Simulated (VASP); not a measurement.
GaP, 2 atoms in the cell. Symmetry: F-43m, No. 216, cubic system. The conventional cell has a = 5.437 Å, b = 5.437 Å, c = 5.437 Å, α = 90.00°, β = 90.00°, γ = 90.00°. Around Ga (site symmetry -43m) lie 4 P at 2.35 Å. Around P (site symmetry -43m) lie 4 Ga at 2.35 Å. 

```yaml
Program: VASP 6.6.1
Task: band structure
Functional: TB-mBJ
Potentials_or_basis: VASP PAW PBE potentials, release 64 (Ga_d, P)
Cutoff: 520 eV
k_mesh: 6 × 6 × 6
Occupations: gaussian, width 0.03 eV
Spin: spin-orbit coupling, no magnetisation
Further_INCAR_settings: ALGO = Normal; EDIFF = 1e-06; NBANDS = 30
```

Potentials or basis: VASP PAW PBE potentials, release 64 (Ga_d, P).

Run with:

```bash
$ cat potpaw_PBE.64/Ga_d/POTCAR potpaw_PBE.64/P/POTCAR > POTCAR
$ cp INCAR.step1 INCAR
$ mpirun -np 1 vasp_ncl > vasp.out
$ cp INCAR.step2 INCAR
$ mpirun -np 1 vasp_ncl > vasp.out
```

Hardware: 1 thread of Intel(R) Xeon(R) 6975P-C (Granite Rapids), with other jobs on the host.

Task: How long does it take, and how much memory?

Result: It took 5 min on 1 thread of Intel(R) Xeon(R) 6975P-C (Granite Rapids), with other jobs on the host, peak memory 0.34 GiB. Counts: scf iterations 113, k points 22.
